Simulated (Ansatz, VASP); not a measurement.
**InSe in VASP and in Ansatz**

```
In Se
1.0
     5.84015   -2.04175    0.10903
     5.84015    2.04175    0.10903
    -1.63801    0.00000    4.10592
In Se
2 2
Direct
  0.11514 0.11514 0.98114
  0.88486 0.88486 0.01886
  0.34747 0.34747 0.36733
  0.65253 0.65253 0.63267
```

Alike in both runs: functional LDA; k mesh 10 × 10 × 8; occupations gaussian, width 0.02 eV; no spin polarisation.

Ansatz relaxed the structure, and its values are those at the end. VASP's run is a single point on that final structure, the one shown.

|  | VASP | Ansatz |
| --- | --- | --- |
| version | VASP 6.6.1 | Ansatz 0.2.0 |
| potentials or method | VASP PAW LDA potentials, release 64 (In_d, Se) | scalar-relativistic, plane waves, PAW |
| plane-wave cutoff (eV) | 520 | 600 |
| valence electrons in the cell | 38 | 58 |

|  | VASP | Ansatz | Ansatz less VASP |
| --- | --- | --- | --- |
| gap on the k mesh at the Fermi level (eV) | 0.52 | 0.51 | -0.010 |
| least direct gap on the mesh (eV) | 0.88 | 0.88 | -0.001 |
| pressure (GPa) | 0.2 | 0.0 | -0.18 |
| rms of the force components (eV/Å) | 0.011 | 0.000 | -0.0111 |

The two sets of potentials don't hold the same shells in valence. Ansatz warned: «pseudo_functional_mismatch».

Caveats: spin-orbit coupling is left out, which moves the levels of the heavy elements. A k mesh can miss the band edges. As with any semilocal functional, this LDA gap is likely too small.
